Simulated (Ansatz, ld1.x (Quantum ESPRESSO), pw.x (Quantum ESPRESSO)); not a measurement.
## From atom to crystal: TM potential for Se (Z = 34)

selenium (Se), norm-conserving Troullier–Martins (Kleinman–Bylander form), made with ld1.x (Quantum ESPRESSO) 7.5 (PBE, scalar-relativistic). Core [Ar] 3d10, reference 4s2 4p4. Waves: 4s (bound): rc 1.45 bohr; 4p (bound): rc 1.70 bohr; 4d channel at 0.05 Ry: rc 2.10 bohr. Local part: all-electron potential smoothed inside 1.60 bohr (lloc = -1). Core correction: none.

Crystal test: fcc Se in pw.x 7.5, no spin, 13³ k-points, Fermi–Dirac smearing 0.01 Ry, cutoffs 70/280 Ry. The reference is all-electron LAPW (Ansatz 0.2.0) with the same functional, mesh and smearing; V0 and B0 come from Birch–Murnaghan fits to the pressures at five volumes. Errors are pseudo minus all-electron; Δ is the rms difference of the E(V) curves that follow from these fits, minima aligned, over ±6 % about the mean V0. Mesh and smearing are coarse, so the numbers serve the comparison and aren't converged zero-temperature values; the lattice is a test structure that the element need not adopt.

All-electron: a0 = 4.342 Å (V0 = 20.47 Å³/atom), B0 = 67.6 GPa.

**Question.** How far does the potential miss the all-electron equation of state?

**Answer.** mean pressure error (GPa): -0.43; a0 (Å): 4.333; a0 error (%): -0.21; B0 error (%): +1.5; Δ (meV/atom): 1.9.

```json
{"V (Å³/atom)": "19.394", "P all-electron (GPa)": "4.12", "P pseudo (GPa)": "3.64"}
{"V (Å³/atom)": "19.905", "P all-electron (GPa)": "2.01", "P pseudo (GPa)": "1.55"}
{"V (Å³/atom)": "20.415", "P all-electron (GPa)": "0.17", "P pseudo (GPa)": "-0.26"}
{"V (Å³/atom)": "20.925", "P all-electron (GPa)": "-1.43", "P pseudo (GPa)": "-1.84"}
{"V (Å³/atom)": "21.436", "P all-electron (GPa)": "-2.81", "P pseudo (GPa)": "-3.20"}
```

**Question.** At the middle volume, how do free energy and pressure move when the wave cutoff is lowered (ecutrho kept at four times it)?

**Answer.**

```tsv
cutoff (Ry)	shift of F (meV/atom)	shift of P (GPa)
32	+165.8	-1.46
42	+62.7	-1.88
56	+2.7	-0.22
```

The run at the middle volume (84 k-points, 6 iterations) took about 6.8 s on one core of a shared host (Neoverse-V2, 96 threads, 742 GiB, load 49).
